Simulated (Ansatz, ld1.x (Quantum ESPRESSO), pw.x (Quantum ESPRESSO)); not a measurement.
**What a changed setting does to a pw.x run (bcc Mg)**

Potential: norm-conserving Troullier–Martins (Kleinman–Bylander form), ld1.x (Quantum ESPRESSO) 7.5, PBE; core [Ne], reference 3s1.5 3p0.5; waves: 3s (bound): rc 2.65 bohr; 3p (bound): rc 3.20 bohr; 3d channel at 0.3 Ry: rc 3.05 bohr; local part: all-electron potential smoothed inside 1.54 bohr (lloc = -1); core correction: a·sin(br)/r model core inside 1.65 bohr.

The reference run (k-mesh 13³, cutoffs 50/200 Ry, Fermi–Dirac 0.01 Ry, mixing_beta 0.4, conv_thr 1e-9, no spin) gives -0.25 GPa at 22.870 Å³/atom, where all-electron LAPW gives 0.19 GPa. This run, with its own iteration cap, changes smearing to mp.

```
&control
  calculation='scf', prefix='x', pseudo_dir='./', outdir='./tmp', tstress=.true., disk_io='none'
/
&system
  ibrav=0, nat=1, ntyp=1, ecutwfc=50, ecutrho=200, nbnd=8,
  occupations='smearing', smearing='mp', degauss=0.01
/
&electrons
  conv_thr=1e-09, mixing_beta=0.4, electron_maxstep=60
/
ATOMIC_SPECIES
Mg 1.0 Mg.UPF
CELL_PARAMETERS angstrom
  -1.78814222 1.78814222 1.78814222
  1.78814222 -1.78814222 1.78814222
  1.78814222 1.78814222 -1.78814222
ATOMIC_POSITIONS crystal
Mg 0.0000 0.0000 0.0000
K_POINTS automatic
13 13 13 0 0 0
```

```bash
pw.x < Mg.scf.in > Mg.scf.out
```

Task: How does the run end?

Result: It converges in 6 iterations; the free energy moves by +16.6 meV/atom and the pressure by +0.02 GPa. This scheme is built to cancel the term in the square of the width that Fermi–Dirac smearing leaves in the F of a metal.

```
Message from routine setup:
     using ibrav=0 with symmetry is DISCOURAGED, use correct ibrav instead
     lattice parameter (alat)  =       5.8528  a.u.
     unit-cell volume          =     154.3344 (a.u.)^3
     number of electrons       =         2.00
     number of Kohn-Sham states=            8
     kinetic-energy cutoff     =      50.0000  Ry
     charge density cutoff     =     200.0000  Ry
     scf convergence threshold =      1.0E-09
     Exchange-correlation= PBE
     number of k points=    84  Methfessel-Paxton smearing, width (Ry)=  0.0100
     iteration #  1     ecut=    50.00 Ry     beta= 0.40
     total energy              =      -2.41586954 Ry
     estimated scf accuracy    <       0.00333741 Ry
     iteration #  2     ecut=    50.00 Ry     beta= 0.40
     total energy              =      -2.41546391 Ry
     estimated scf accuracy    <       0.00113259 Ry
     iteration #  3     ecut=    50.00 Ry     beta= 0.40
     total energy              =      -2.41548541 Ry
     estimated scf accuracy    <       0.00000009 Ry
     iteration #  4     ecut=    50.00 Ry     beta= 0.40
     total energy              =      -2.41548636 Ry
     estimated scf accuracy    <       0.00000010 Ry
     iteration #  5     ecut=    50.00 Ry     beta= 0.40
     total energy              =      -2.41548636 Ry
     estimated scf accuracy    <          9.0E-09 Ry
     iteration #  6     ecut=    50.00 Ry     beta= 0.40
     the Fermi energy is     3.6679 ev
!    total energy              =      -2.41548636 Ry
     estimated scf accuracy    <          4.2E-11 Ry
     smearing contrib. (-TS)   =      -0.00001551 Ry
     The total energy is F=E-TS. E is the sum of the following terms:
     one-electron contribution =       1.29058229 Ry
     hartree contribution      =       0.00384507 Ry
     xc contribution           =      -1.55593149 Ry
     ewald contribution        =      -2.15396673 Ry
     convergence has been achieved in   6 iterations
          total   stress  (Ry/bohr**3)                   (kbar)     P=       -2.31
     Message from routine punch:
     Nothing written, as per user request (disk_io='none')
```

The run took about 7.3 s on one core of a shared host (Neoverse-V1, 32 threads, 247 GiB, load 17).
